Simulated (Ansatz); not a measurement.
The system is KF (Carobbiite).

```
K F
1.0
     0.00000    2.67185    2.67185
     2.67185    0.00000    2.67185
     2.67185    2.67185    0.00000
K F
1 1
Direct
  0.00000 0.00000 0.00000
  0.50000 0.50000 0.50000
```

Base run:

```yaml
Program: Ansatz 0.2.0
Functional: PBE
Potentials_or_basis: all-electron LAPW, scalar-relativistic
Cutoff: 204 eV
Density_cutoff: 816 eV
Basis_error_allowed: 0.001 eV/atom
k_mesh: 9 × 9 × 9
Occupations: fermi-dirac, width 0.05 eV
Spin: no spin polarisation
```

Its results: band gap on the k mesh 6.18 eV, direct; pressure 1.4 GPa.

Problem. The run is repeated on the same cell with these changes: functional from PBE to PBEsol. What comes out?

Solution. Band gap on the k mesh 6.04 eV, direct; pressure -0.7 GPa.

PBEsol binds more tightly than PBE, so the same cell stands under less pressure.

Caveats: an odd mesh through Γ misses points on the zone boundary, where band edges often lie (some runs).

Not every run made on this cell is shown here.
